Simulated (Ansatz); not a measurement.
Bulk crystal (TiAl) after relaxation:

```cif
data_structure
_symmetry_space_group_name_H-M 'P4/mmm'
_symmetry_Int_Tables_number 123
_cell_length_a 2.8106
_cell_length_b 2.8106
_cell_length_c 4.0650
_cell_angle_alpha 90.000
_cell_angle_beta 90.000
_cell_angle_gamma 90.000
_cell_volume 32.11
loop_
_atom_site_label
_atom_site_type_symbol
_atom_site_symmetry_multiplicity
_atom_site_Wyckoff_symbol
_atom_site_fract_x
_atom_site_fract_y
_atom_site_fract_z
_atom_site_occupancy
Ti1 Ti 1 a 0.00000 0.00000 0.00000 1
Al1 Al 1 d 0.50000 0.50000 0.50000 1
```

Miller indices refer to the conventional cell of P4/mmm (No. 123), a = 2.811 Å, b = 2.811 Å, c = 4.065 Å, α = 90.00°, β = 90.00°, γ = 90.00°.

Theory: DFT r2SCAN, scalar-relativistic, plane waves, PAW in Ansatz 0.2.0. Cutoff 500 eV, Gaussian smearing of 0.10 eV, no spin polarisation. A dipole correction acts along the normal.

A relaxed slab with low-index faces, about a nanometre thick, has these properties:

```yaml
Surface_energy_mean_of_both_faces: 2.32 J/m²
Work_function: 4.60 eV (top), 4.06 eV (bottom)
Dipole_of_the_slab_along_+c_per_cell: -0.02 e·Å
```

(1) Which low-index plane was cut, and which atoms end it?

Answers

(1) The (001) plane, with Ti in the top plane and Al in the bottom one as cut, before relaxation. The planes from bottom to top: Al, Ti, Al, Ti, Al, Ti.